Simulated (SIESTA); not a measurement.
The system is MgS (Niningerite).

```
S Mg
1.0
     0.00000    2.60165    2.60165
     2.60165    0.00000    2.60165
     2.60165    2.60165    0.00000
S Mg
1 1
Direct
  0.50000 0.50000 0.50000
  0.00000 0.00000 0.00000
```

Base run:

* Program: SIESTA 5.4.2
* Functional: BLYP
* Potentials or basis: PseudoDojo 0.4 standard (PBE files)
* Basis: DZP (energy shift 0.003 Ry; two zetas on semicore shells)
* Grid cutoff: 800 Ry
* Energy shift: 0.003 Ry
* k mesh: 9 × 9 × 9
* Occupations: fermi-dirac, width 0.05 eV
* Spin: no spin polarisation

Its results: band gap on the k mesh 2.88 eV, indirect (least direct gap 3.93 eV); pressure 6.4 GPa.

The run is repeated on the same cell with these changes: functional from BLYP to LDA; potentials or basis from PseudoDojo 0.4 standard (PBE files) to PseudoDojo 0.4 standard (LDA files). What comes out?

Band gap on the k mesh 2.63 eV, indirect (least direct gap 3.57 eV); pressure -0.9 GPa.

Caveats: the mesh misses the band edges, which the band path finds closer together; the basis of atomic orbitals isn't converged, which shifts pressures, moduli and gaps; the potentials were made for another functional, which shifts forces and pressure (some runs).

Not every run made on this cell is shown here.
